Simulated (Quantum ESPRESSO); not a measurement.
# Ge (P6_3/mmc) in Quantum ESPRESSO: settings compared

One crystal, Ge, is run at these levels: PBEsol, LDA; tasks: band structure, single point, equation of state.

Everything below comes from runs of Quantum ESPRESSO 7.5. Logs are shortened: lines on timing, memory, paths and dates and some standing lists are left out, and cuts for length are marked.

### Step 1. The crystal as given

It takes space group P6_3/mmc (No. 194, hexagonal). Conventional cell: a = 3.998 Å, b = 3.998 Å, c = 6.599 Å, α = 90.00°, β = 90.00°, γ = 120.00°. Around Ge (site symmetry 3m) lie 4 Ge at 2.45 to 2.47 Å.

This isn't the form of Ge at room conditions, which is diamond.

### Step 2. Band structure, PBEsol

The input, pw.in:

```
&CONTROL
  calculation = 'scf'
  prefix = 'pwscf'
  outdir = './tmp'
  pseudo_dir = './pseudo'
  tprnfor = .true.
  tstress = .true.
  disk_io = 'low'
/
&SYSTEM
  ibrav = 0
  celldm(1) = 8
  nat = 4
  ntyp = 1
  ecutwfc = 45
  ecutrho = 360
  nbnd = 38
  occupations = 'smearing'
  smearing = 'fd'
  degauss = 0.00367493
/
&ELECTRONS
  conv_thr = 8d-10
  electron_maxstep = 120
  mixing_beta = 0.5
/
ATOMIC_SPECIES
Ge    72.6300 ge_pbesol_v1.4.uspp.F.UPF
CELL_PARAMETERS alat
  0.9442928003925   0.0000000000000   0.0000000000000
 -0.4721464002081   0.8177815537664   0.0000000000000
  0.0000000000000   0.0000000000000   1.5588771147993
ATOMIC_POSITIONS crystal
Ge     0.3333333333    0.6666666667    0.9370987500
Ge     0.6666666667    0.3333333333    0.4370987500
Ge     0.3333333333    0.6666666667    0.5629012500
Ge     0.6666666667    0.3333333333    0.0629012500
K_POINTS automatic
8 8 4 0 0 0
```

The input, bands.in:

```
&CONTROL
  calculation = 'bands'
  prefix = 'pwscf'
  outdir = './tmp'
  pseudo_dir = './pseudo'
  disk_io = 'low'
  verbosity = 'high'
/
&SYSTEM
  ibrav = 0
  celldm(1) = 8
  nat = 4
  ntyp = 1
  ecutwfc = 45
  ecutrho = 360
  nbnd = 38
  occupations = 'smearing'
  smearing = 'fd'
  degauss = 0.00367493
/
&ELECTRONS
  conv_thr = 1d-08
  electron_maxstep = 120
  mixing_beta = 0.5
  diago_full_acc = .true.
  startingwfc = 'random'
/
ATOMIC_SPECIES
Ge    72.6300 ge_pbesol_v1.4.uspp.F.UPF
CELL_PARAMETERS alat
  0.9442928003925   0.0000000000000   0.0000000000000
 -0.4721464002081   0.8177815537664   0.0000000000000
  0.0000000000000   0.0000000000000   1.5588771147993
ATOMIC_POSITIONS crystal
Ge     0.3333333333    0.6666666667    0.9370987500
Ge     0.6666666667    0.3333333333    0.4370987500
Ge     0.3333333333    0.6666666667    0.5629012500
Ge     0.6666666667    0.3333333333    0.0629012500
K_POINTS crystal
60
 0.0000000000  0.0000000000  0.0000000000 1
 0.0625000000  0.0000000000  0.0000000000 1
 0.1250000000  0.0000000000  0.0000000000 1
 0.1875000000  0.0000000000  0.0000000000 1
 0.2500000000  0.0000000000  0.0000000000 1
 0.3125000000  0.0000000000  0.0000000000 1
 0.3750000000  0.0000000000  0.0000000000 1
 0.4375000000  0.0000000000  0.0000000000 1
 0.5000000000  0.0000000000  0.0000000000 1
 0.4583333333  0.0833333333  0.0000000000 1
 0.4166666667  0.1666666667  0.0000000000 1
 0.3750000000  0.2500000000  0.0000000000 1
 0.3333333333  0.3333333333  0.0000000000 1
 0.2962962963  0.2962962963  0.0000000000 1
 0.2592592593  0.2592592593  0.0000000000 1
 0.2222222222  0.2222222222  0.0000000000 1
 0.1851851852  0.1851851852  0.0000000000 1
 0.1481481481  0.1481481481  0.0000000000 1
 0.1111111111  0.1111111111  0.0000000000 1
 0.0740740741  0.0740740741  0.0000000000 1
 0.0370370370  0.0370370370  0.0000000000 1
 0.0000000000  0.0000000000  0.0000000000 1
 0.0000000000  0.0000000000  0.1250000000 1
 0.0000000000  0.0000000000  0.2500000000 1
 0.0000000000  0.0000000000  0.3750000000 1
 0.0000000000  0.0000000000  0.5000000000 1
 0.0625000000  0.0000000000  0.5000000000 1
 0.1250000000  0.0000000000  0.5000000000 1
 0.1875000000  0.0000000000  0.5000000000 1
 0.2500000000  0.0000000000  0.5000000000 1
 0.3125000000  0.0000000000  0.5000000000 1
 0.3750000000  0.0000000000  0.5000000000 1
 0.4375000000  0.0000000000  0.5000000000 1
 0.5000000000  0.0000000000  0.5000000000 1
 0.4666666667  0.0666666667  0.5000000000 1
 0.4333333333  0.1333333333  0.5000000000 1
 0.4000000000  0.2000000000  0.5000000000 1
 0.3666666667  0.2666666667  0.5000000000 1
 0.3333333333  0.3333333333  0.5000000000 1
 0.3030303030  0.3030303030  0.5000000000 1
 0.2727272727  0.2727272727  0.5000000000 1
 0.2424242424  0.2424242424  0.5000000000 1
 0.2121212121  0.2121212121  0.5000000000 1
 0.1818181818  0.1818181818  0.5000000000 1
 0.1515151515  0.1515151515  0.5000000000 1
 0.1212121212  0.1212121212  0.5000000000 1
 0.0909090909  0.0909090909  0.5000000000 1
 0.0606060606  0.0606060606  0.5000000000 1
 0.0303030303  0.0303030303  0.5000000000 1
 0.0000000000  0.0000000000  0.5000000000 1
 0.5000000000  0.0000000000  0.5000000000 1
 0.5000000000  0.0000000000  0.3750000000 1
 0.5000000000  0.0000000000  0.2500000000 1
 0.5000000000  0.0000000000  0.1250000000 1
 0.5000000000  0.0000000000  0.0000000000 1
 0.3333333333  0.3333333333  0.0000000000 1
 0.3333333333  0.3333333333  0.1250000000 1
 0.3333333333  0.3333333333  0.2500000000 1
 0.3333333333  0.3333333333  0.3750000000 1
 0.3333333333  0.3333333333  0.5000000000 1
```

Potentials or basis: GBRV 1.5 PBEsol.

Started as:

```
$ OMP_NUM_THREADS=1 mpirun -n 2 pw.x -nk 2 -in pw.in > pw.out
$ OMP_NUM_THREADS=1 mpirun -n 2 pw.x -nk 2 -in bands.in > bands.out
```

pw.out:

```text
This program is part of the open-source Quantum ESPRESSO suite
     for quantum simulation of materials; please cite
         "P. Giannozzi et al., J. Phys.:Condens. Matter 21 395502 (2009);
         "P. Giannozzi et al., J. Phys.:Condens. Matter 29 465901 (2017);
         "P. Giannozzi et al., J. Chem. Phys. 152 154105 (2020);
     in publications or presentations arising from this work. More details at

     Message from routine setup:
     using ibrav=0 with symmetry is DISCOURAGED, use correct ibrav instead

     K-points division:     npool     =       2
     Subspace diagonalization in iterative solution of the eigenvalue problem:
     a serial algorithm will be used

     G-vector sticks info
     --------------------
     sticks:   dense  smooth     PW     G-vecs:    dense   smooth      PW
     Sum        1417     703    211                71103    25115    4007

     Using Slab Decomposition

     bravais-lattice index     =            0
     lattice parameter (alat)  =       8.0000  a.u.
     unit-cell volume          =     616.3478 (a.u.)^3
     number of atoms/cell      =            4
     number of atomic types    =            1
     number of electrons       =        56.00
     number of Kohn-Sham states=           38
     kinetic-energy cutoff     =      45.0000  Ry
     charge density cutoff     =     360.0000  Ry
     scf convergence threshold =      8.0E-10
     mixing beta               =       0.5000
     number of iterations used =            8  plain     mixing
     Exchange-correlation= SLA  PW   PSX  PSC
                           (   1   4  10   8   0   0   0)

     celldm(1)=   8.000000  celldm(2)=   0.000000  celldm(3)=   0.000000
     celldm(4)=   0.000000  celldm(5)=   0.000000  celldm(6)=   0.000000

     crystal axes: (cart. coord. in units of alat)
               a(1) = (   0.944293   0.000000   0.000000 )
               a(2) = (  -0.472146   0.817782   0.000000 )
               a(3) = (   0.000000   0.000000   1.558877 )

     reciprocal axes: (cart. coord. in units 2 pi/alat)
               b(1) = (  1.058994  0.611410 -0.000000 )
               b(2) = (  0.000000  1.222820  0.000000 )
               b(3) = (  0.000000 -0.000000  0.641487 )

     PseudoPot. # 1 for Ge read from file:
     ge_pbesol_v1.4.uspp.F.UPF
     Pseudo is Ultrasoft + core correction, Zval = 14.0
     Generated by new atomic code, or converted to UPF format
     Using radial grid of  873 points,  6 beta functions with:
                l(1) =   0
                l(2) =   0
                l(3) =   1
                l(4) =   1
                l(5) =   2
                l(6) =   2
     Q(r) pseudized with  8 coefficients,  rinner =    1.400   1.400   1.400
                                                       1.400   1.400

     atomic species   valence    mass     pseudopotential
     Ge               14.00    72.63000     Ge( 1.00)

     24 Sym. Ops., with inversion, found (12 have fractional translation)

   Cartesian axes

     site n.     atom                  positions (alat units)
         1        Ge     tau(   1) = (  -0.0000000   0.5451877   1.4608218  )
         2        Ge     tau(   2) = (   0.4721464   0.2725939   0.6813832  )
         3        Ge     tau(   3) = (  -0.0000000   0.5451877   0.8774939  )
         4        Ge     tau(   4) = (   0.4721464   0.2725939   0.0980553  )

     number of k points=    30  Fermi-Dirac smearing, width (Ry)=  0.0037
                       cart. coord. in units 2pi/alat
        k(    1) = (   0.0000000   0.0000000   0.0000000), wk =   0.0078125
        k(    2) = (   0.0000000   0.0000000   0.1603718), wk =   0.0156250
        k(    3) = (   0.0000000   0.0000000  -0.3207437), wk =   0.0078125
        k(    4) = (   0.0000000   0.1528526   0.0000000), wk =   0.0468750
        k(    5) = (   0.0000000   0.1528526   0.1603718), wk =   0.0937500
        k(    6) = (   0.0000000   0.1528526  -0.3207437), wk =   0.0468750
[... 22 lines left out ...]
        k(   29) = (   0.2647484   0.6114102   0.1603718), wk =   0.0937500
        k(   30) = (   0.2647484   0.6114102  -0.3207437), wk =   0.0468750

     Dense  grid:    71103 G-vectors     FFT dimensions: (  45,  45,  80)

     Smooth grid:    25115 G-vectors     FFT dimensions: (  36,  36,  54)

     Initial potential from superposition of free atoms

     starting charge      55.9968, renormalised to      56.0000
     Starting wfcs are   36 randomized atomic wfcs +    2 random wfcs

     Self-consistent Calculation

     iteration #  1     ecut=    45.00 Ry     beta= 0.50
     Davidson diagonalization with overlap
     ethr =  1.00E-02,  avg # of iterations =  5.1

     Threshold (ethr) on eigenvalues was too large:
     Diagonalizing with lowered threshold

     Davidson diagonalization with overlap
     ethr =  1.15E-04,  avg # of iterations =  3.6

     total energy              =    -852.75839146 Ry
     estimated scf accuracy    <       0.06572658 Ry

     iteration #  2     ecut=    45.00 Ry     beta= 0.50
     Davidson diagonalization with overlap
     ethr =  1.17E-04,  avg # of iterations =  1.0
[... 29 lines left out ...]
     total energy              =    -852.75727570 Ry
     estimated scf accuracy    <       0.00000008 Ry

     iteration #  7     ecut=    45.00 Ry     beta= 0.50
     Davidson diagonalization with overlap
     ethr =  1.37E-10,  avg # of iterations =  2.0

     End of self-consistent calculation

          k = 0.0000 0.0000 0.0000 (  3099 PWs)   bands (ev):

   -16.6112 -16.6112 -16.5732 -16.5732 -16.5727 -16.5597 -16.5474 -16.5474
   -16.4955 -16.4955 -16.3713 -16.3713 -16.3578 -16.3421 -16.3383 -16.3383
   -16.3201 -16.3201 -16.2906 -16.2906  -4.5210  -2.4747   0.6394   6.7912
     6.7912   8.1136   8.1314   8.2231   8.3932   8.3932  10.5122  10.5122
    10.9997  12.8017  12.8017  14.2224  15.5673  15.5673

          k = 0.0000 0.0000 0.1604 (  3105 PWs)   bands (ev):
[... 81 lines left out ...]
   -16.6081 -16.6081 -16.6053 -16.6053 -16.5547 -16.5547 -16.4994 -16.4994
   -16.4813 -16.4813 -16.3909 -16.3909 -16.3851 -16.3851 -16.3473 -16.3473
   -16.2940 -16.2940 -16.2885 -16.2885  -2.4084  -2.4084   1.1472   1.1472
     5.5426   5.5426   6.0198   6.0198   8.9678   8.9678  10.7725  10.7725
    14.1947  14.1947  15.6633  15.6633  16.8586  16.8586

          k = 0.0000-0.6114 0.0000 (  3138 PWs)   bands (ev):

   -16.6248 -16.6207 -16.6167 -16.5947 -16.5486 -16.5308 -16.5007 -16.4670
   -16.4509 -16.4379 -16.4370 -16.4319 -16.4274 -16.3706 -16.3587 -16.3579
   -16.3015 -16.2827 -16.2743 -16.2701  -2.5390  -0.8978  -0.3653   1.5122
     3.6685   5.1989   5.4369   6.8267   8.7332   9.8736  11.7575  11.9444
    12.5667  13.7930  15.6904  16.2344  17.6708  18.4693

          k = 0.0000-0.6114 0.1604 (  3152 PWs)   bands (ev):

   -16.6176 -16.6175 -16.6094 -16.5992 -16.5529 -16.5310 -16.5022 -16.4936
   -16.4851 -16.4534 -16.4077 -16.3997 -16.3997 -16.3758 -16.3606 -16.3573
   -16.2969 -16.2893 -16.2786 -16.2779  -2.3733  -1.2756  -0.1444   1.0975
     4.3291   5.3729   5.9791   6.4862   8.8438   8.8809  11.1135  11.7279
    12.6518  13.6269  16.4096  17.8937  17.9284  18.2933

          k = 0.0000-0.6114-0.3207 (  3164 PWs)   bands (ev):

   -16.6089 -16.6089 -16.6042 -16.6042 -16.5499 -16.5499 -16.5086 -16.5086
   -16.4760 -16.4760 -16.3892 -16.3892 -16.3724 -16.3724 -16.3632 -16.3632
   -16.2935 -16.2935 -16.2869 -16.2869  -1.9067  -1.9067   0.3879   0.3879
     5.7159   5.7159   5.8565   5.8565   8.7387   8.7387  10.3241  10.3241
    14.3482  14.3482  15.7845  15.7845  18.7066  18.7066

          k = 0.1324 0.2293 0.0000 (  3136 PWs)   bands (ev):

   -16.6265 -16.6204 -16.5901 -16.5876 -16.5675 -16.5436 -16.5174 -16.5117
   -16.4745 -16.4690 -16.4028 -16.3991 -16.3984 -16.3620 -16.3396 -16.3339
   -16.3147 -16.3109 -16.2773 -16.2720  -4.0190  -1.9523   0.6022   4.3024
     4.8226   5.6415   7.3175   7.3454  10.0527  10.1921  10.6345  11.7924
    12.1704  12.8171  13.8720  14.8659  15.1313  16.3299
[... 107 lines left out ...]
   -16.6255 -16.6255 -16.6035 -16.6035 -16.5389 -16.5389 -16.4775 -16.4775
   -16.4621 -16.4621 -16.4195 -16.4195 -16.3943 -16.3943 -16.3666 -16.3666
   -16.2936 -16.2936 -16.2701 -16.2701  -1.5267  -1.5267   0.1966   0.1966
     4.1304   4.1304   6.1972   6.1972   9.4714   9.4714  12.4406  12.4406
    13.0029  13.0029  15.3652  15.3652  16.3381  16.3381

     the Fermi energy is     8.2641 ev

!    total energy              =    -852.75727572 Ry
     estimated scf accuracy    <          6.7E-10 Ry
     smearing contrib. (-TS)   =      -0.00009629 Ry
     internal energy E=F+TS    =    -852.75717943 Ry

     The total energy is F=E-TS. E is the sum of the following terms:
     one-electron contribution =    -560.04794605 Ry
     hartree contribution      =     331.17664009 Ry
     xc contribution           =    -230.54129927 Ry
     ewald contribution        =    -393.34457420 Ry

     convergence has been achieved in   7 iterations

     Forces acting on atoms (cartesian axes, Ry/au):

     atom    1 type  1   force =     0.00000000    0.00000000   -0.00016523
     atom    2 type  1   force =    -0.00000000   -0.00000000   -0.00016523
     atom    3 type  1   force =    -0.00000000   -0.00000000    0.00016523
     atom    4 type  1   force =     0.00000000    0.00000000    0.00016523

     Total force =     0.000330     Total SCF correction =     0.000033
     SCF correction compared to forces is large: reduce conv_thr to get better values

     Computing stress (Cartesian axis) and pressure

          total   stress  (Ry/bohr**3)                   (kbar)     P=       -2.73
  -0.00001149  -0.00000000  -0.00000000           -1.69       -0.00       -0.00
  -0.00000000  -0.00001149  -0.00000000           -0.00       -1.69       -0.00
   0.00000000   0.00000000  -0.00003264            0.00        0.00       -4.80

=------------------------------------------------------------------------------=
   JOB DONE.
=------------------------------------------------------------------------------=
```

It took 90 s on 2 MPI ranks of Arm Neoverse V1, shared host; peak memory 0.4 GiB.

Results:

| Property | Result |
| --- | --- |
| Free energy | -11602.3538 eV |
| Pressure | -0.3 GPa |
| Largest force | 0.004 eV/Å |
| Band gap along the path | none (metal or under the smearing width) |

Forces in eV/Å, atoms in the order of the input:
```
Ge   0.000  0.000 -0.004
Ge   0.000  0.000 -0.004
Ge   0.000  0.000  0.004
Ge   0.000  0.000  0.004
```

Levels at the corners of the path, in eV from the Fermi level:
| point | band 26 | band 27 | band 28 | band 29 | band 30 | band 31 |
| --- | --- | --- | --- | --- | --- | --- |
| Γ | -0.15 | -0.13 | -0.04 | 0.13 | 0.13 | 2.25 |
| M | -3.07 | -2.83 | -1.44 | 0.47 | 1.61 | 3.49 |
| K | -3.48 | -3.48 | -3.21 | 1.40 | 4.55 | 4.55 |
| Γ | -0.15 | -0.13 | -0.04 | 0.13 | 0.13 | 2.25 |
| A | -0.85 | -0.85 | -0.85 | 0.64 | 0.64 | 3.35 |
| L | -2.55 | -2.41 | -2.41 | 0.47 | 0.47 | 2.06 |
| H | -4.30 | -2.02 | -2.02 | 1.21 | 1.21 | 4.05 |
| A | -0.85 | -0.85 | -0.85 | 0.64 | 0.64 | 3.35 |
| L | -2.55 | -2.41 | -2.41 | 0.47 | 0.47 | 2.06 |
| M | -3.07 | -2.83 | -1.44 | 0.47 | 1.61 | 3.49 |
| K | -3.48 | -3.48 | -3.21 | 1.40 | 4.55 | 4.55 |
| H | -4.30 | -2.02 | -2.02 | 1.21 | 1.21 | 4.05 |

### Step 3. Single point, LDA, 21.46 Å³/atom

Changes to pw.in since step 2:

```diff
@@ -7,3 +7,3 @@
   tstress = .true.
-  disk_io = 'low'
+  disk_io = 'nowf'
 /
@@ -11,3 +11,2 @@
   ibrav = 0
-  celldm(1) = 8
   nat = 4
@@ -27,7 +26,7 @@
 ATOMIC_SPECIES
-Ge    72.6300 ge_pbesol_v1.4.uspp.F.UPF
-CELL_PARAMETERS alat
-  0.9442928003925   0.0000000000000   0.0000000000000
- -0.4721464002081   0.8177815537664   0.0000000000000
-  0.0000000000000   0.0000000000000   1.5588771147993
+Ge    72.6300 ge_lda_v1.4.uspp.F.UPF
+CELL_PARAMETERS angstrom
+   3.9159795603    0.0000000000    0.0000000000
+  -1.9579897802    3.3913377800    0.0000000000
+   0.0000000000    0.0000000000    6.4646589660
 ATOMIC_POSITIONS crystal
```

Potentials or basis: GBRV 1.5 LDA.

Started as:

```
$ OMP_NUM_THREADS=1 mpirun -n 2 pw.x -nk 2 -in pw.in > pw.out
```

Run time: 28 s. Hardware: 2 MPI ranks of Arm Neoverse V1, shared host; peak memory 0.4 GiB.

Results (log left out):

```yaml
Free_energy: -11596.6171 eV
Pressure: 2.3 GPa
Largest_force: 0.015 eV/Å
Band_gap_on_the_k_mesh: none (metal or under the smearing width)
```

### Step 4. Single point, LDA, 21.92 Å³/atom

Changes to pw.in since step 3:

```diff
@@ -28,5 +28,5 @@
 CELL_PARAMETERS angstrom
-   3.9159795603    0.0000000000    0.0000000000
-  -1.9579897802    3.3913377800    0.0000000000
-   0.0000000000    0.0000000000    6.4646589660
+   3.9435577898    0.0000000000    0.0000000000
+  -1.9717788949    3.4152212273    0.0000000000
+   0.0000000000    0.0000000000    6.5101862333
 ATOMIC_POSITIONS crystal
```

Started as:

```
$ OMP_NUM_THREADS=1 mpirun -n 2 pw.x -nk 2 -in pw.in > pw.out
```

Wall time 29 s (2 MPI ranks of Arm Neoverse V1, shared host); peak memory 0.4 GiB.

Results (log left out):

* Free energy: -11596.6359 eV
* Pressure: 0.6 GPa
* Largest force: 0.007 eV/Å
* Band gap on the k mesh: none (metal or under the smearing width)

### Step 5. Single point, LDA, 22.38 Å³/atom

Changes to pw.in since step 4:

```diff
@@ -28,5 +28,5 @@
 CELL_PARAMETERS angstrom
-   3.9435577898    0.0000000000    0.0000000000
-  -1.9717788949    3.4152212273    0.0000000000
-   0.0000000000    0.0000000000    6.5101862333
+   3.9707555995    0.0000000000    0.0000000000
+  -1.9853777998    3.4387752215    0.0000000000
+   0.0000000000    0.0000000000    6.5550854883
 ATOMIC_POSITIONS crystal
```

Started as:

```
$ OMP_NUM_THREADS=1 mpirun -n 2 pw.x -nk 2 -in pw.in > pw.out
```

It took 37 s on 2 MPI ranks of Arm Neoverse V1, shared host; peak memory 0.4 GiB.

Results (log left out):

```
Free energy            : -11596.6368 eV
Pressure               : -0.8 GPa
Largest force          : 0.003 eV/Å
Band gap on the k mesh : 0.09 eV, indirect (least direct gap 0.16 eV)
```

### Step 6. Single point, LDA, 22.83 Å³/atom

Changes to pw.in since step 5:

```diff
@@ -28,5 +28,5 @@
 CELL_PARAMETERS angstrom
-   3.9707555995    0.0000000000    0.0000000000
-  -1.9853777998    3.4387752215    0.0000000000
-   0.0000000000    0.0000000000    6.5550854883
+   3.9975858431    0.0000000000    0.0000000000
+  -1.9987929216    3.4620108940    0.0000000000
+   0.0000000000    0.0000000000    6.5993779500
 ATOMIC_POSITIONS crystal
```

Potentials or basis: GBRV 1.5 LDA.

Started as:

```
$ OMP_NUM_THREADS=1 mpirun -n 2 pw.x -nk 2 -in pw.in > pw.out
```

Wall time 33 s (2 MPI ranks of Arm Neoverse V1, shared host); peak memory 0.42 GiB.

Results (log left out):

| Property | Result |
| --- | --- |
| Free energy | -11596.6222 eV |
| Pressure | -2.1 GPa |
| Band gap on the k mesh | 0.15 eV, indirect (least direct gap 0.23 eV) |

### Step 7. Single point, LDA, 23.29 Å³/atom

Changes to pw.in since step 6:

```diff
@@ -28,5 +28,5 @@
 CELL_PARAMETERS angstrom
-   3.9975858431    0.0000000000    0.0000000000
-  -1.9987929216    3.4620108940    0.0000000000
-   0.0000000000    0.0000000000    6.5993779500
+   4.0240606931    0.0000000000    0.0000000000
+  -2.0120303466    3.4849387866    0.0000000000
+   0.0000000000    0.0000000000    6.6430837134
 ATOMIC_POSITIONS crystal
```

Started as:

```
$ OMP_NUM_THREADS=1 mpirun -n 2 pw.x -nk 2 -in pw.in > pw.out
```

Wall time 33 s (2 MPI ranks of Arm Neoverse V1, shared host); peak memory 0.42 GiB.

The run converged. Its results:

* Free energy: -11596.5934 eV
* Pressure: -3.3 GPa
* Largest force: 0.012 eV/Å
* Band gap on the k mesh: 0.10 eV, indirect (least direct gap 0.18 eV)

### Step 8. Single point, LDA, 23.75 Å³/atom

Changes to pw.in since step 7:

```diff
@@ -28,5 +28,5 @@
 CELL_PARAMETERS angstrom
-   4.0240606931    0.0000000000    0.0000000000
-  -2.0120303466    3.4849387866    0.0000000000
-   0.0000000000    0.0000000000    6.6430837134
+   4.0501916895    0.0000000000    0.0000000000
+  -2.0250958448    3.5075688934    0.0000000000
+   0.0000000000    0.0000000000    6.6862218294
 ATOMIC_POSITIONS crystal
```

Started as:

```
$ OMP_NUM_THREADS=1 mpirun -n 2 pw.x -nk 2 -in pw.in > pw.out
```

Run time: 34 s. Hardware: 2 MPI ranks of Arm Neoverse V1, shared host; peak memory 0.42 GiB.

Results (log left out):

```
Free energy            : -11596.5518 eV
Pressure               : -4.4 GPa
Largest force          : 0.021 eV/Å
Band gap on the k mesh : none (metal or under the smearing width)
```

[end of part 1 of 2]
